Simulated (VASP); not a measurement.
H4CO: single point with PBE+D3(BJ)

The system is H4CO.

```xyz
36
Lattice="7.1256 0.0000 0.0000 0.0000 7.1256 0.0000 0.0000 0.0000 7.1256" Properties=species:S:1:pos:R:3 pbc="T T T"
C     5.6069    5.3392    3.0051
C     1.3969    1.9066    2.9293
C     3.5788    2.8218    0.3705
C     6.7998    0.7624   -0.1829
C    -0.0529    4.1214    5.6991
C     2.6272    6.0887    5.2913
O     6.9783    5.5377    3.0534
O     0.5744    2.9658    2.4481
O     2.4761    2.0327   -0.1589
O     5.8778   -0.2544    0.3278
O     0.0718    4.1645    7.1120
O     3.8047    6.9648    5.5364
H     5.2132    6.2697    2.6189
H     7.4018    4.6312    3.0430
H     5.3354    4.4811    2.3683
H     5.1813    5.1446    4.1201
H     1.1800    1.7368    4.0357
H     0.5459    2.9823    1.4808
H     1.0590    0.9017    2.5991
H     2.4582    1.9858    2.6773
H     3.2203    3.8740    0.3826
H     2.8705    1.3973   -0.7637
H     3.7264    2.5334    1.4066
H     4.4905    2.8493   -0.2047
H     7.6503    0.8809    0.5109
H     5.1592   -0.3973   -0.3314
H     7.1978    0.5251   -1.1949
H     6.2813    1.7139   -0.2589
H     0.7142    3.4297    5.2773
H    -0.2397    5.0681    7.3929
H    -0.9526    3.6255    5.3622
H    -0.0077    5.0677    5.1757
H     2.1833    5.9423    6.2627
H     4.1429    7.2048    4.6285
H     1.8478    6.5834    4.6852
H     2.9617    5.1244    4.8757
```

The cell was built by a generator and needn't be a form met in nature.

```
Program                : VASP 6.6.1
Task                   : single point
Functional             : PBE
Dispersion             : D3(BJ)
Potentials or basis    : VASP PAW PBE potentials, release 64 (C, O, H)
Cutoff                 : 520 eV
k mesh                 : 1 × 1 × 1
Occupations            : fermi-dirac, width 0.02 eV
Spin                   : no spin polarisation
Dipole correction      : no
Further INCAR settings : LREAL = Auto; ALGO = Normal; EDIFF = 1e-06; NBANDS = 66
```

```json
{"Pressure": "-0.6 GPa", "Largest force": "2.544 eV/Å", "Band gap on the k mesh": "4.27 eV, direct", "Dispersion energy per atom": "-0.038 eV"}
```

Forces on the atoms (eV/Å):
```
C   -1.216 -0.460  2.187
C   -1.171 -1.393  1.226
C   -1.812  0.977  0.077
C   -0.422 -0.588 -0.004
C    0.783 -1.405 -0.495
C    0.575  0.475  0.139
O    1.657 -0.549 -0.068
O    0.277 -0.239  1.041
O    0.641  0.791  0.242
O    0.979  0.061 -0.331
O   -0.193  0.946  0.320
O   -0.619  0.002 -1.426
H   -0.668  0.245 -0.273
H   -0.095  0.442 -0.236
H   -0.199  0.135  0.039
H    0.473  0.287 -2.103
H    0.661  0.956 -0.865
H    0.047  0.182 -0.804
H   -0.060  0.213 -0.640
H    0.136  0.304  0.291
H    0.071 -0.228  0.107
H    0.350 -0.748 -0.420
H    0.580 -0.156  0.299
H    0.482 -0.543 -0.400
H   -0.360 -0.273 -0.184
H    0.081  0.289 -0.052
H   -0.136 -0.149  0.307
H   -0.113  0.401  0.072
H    0.130  0.570  0.405
H   -0.038 -0.424  0.029
H   -1.024 -0.181  0.094
H    0.202  0.550  0.187
H   -0.090 -0.280  0.585
H   -0.158 -0.276  0.980
H    0.426 -0.111 -0.248
H   -0.178  0.178 -0.080
```

Stress tensor (GPa, compression positive):
```
-0.05 -0.53  0.63
-0.53 -1.20  0.32
 0.63  0.32 -0.52
```

Levels at points of the mesh, in eV from the valence-band top:
| k point | band 39 | band 40 | band 41 | band 42 | band 43 | band 44 | band 45 | band 46 |
| --- | --- | --- | --- | --- | --- | --- | --- | --- |
| (0.00, 0.00, 0.00) | -0.71 | -0.58 | -0.47 | 0.00 | 4.27 | 5.79 | 5.97 | 6.25 |

Wall time 84 s on 1 thread of AMD EPYC 7R43 64-Core Processor (Zen 3) (shared host), peak memory 0.32 GiB.

Expect the measured gap to be larger: semilocal functionals such as PBE lack the derivative discontinuity.
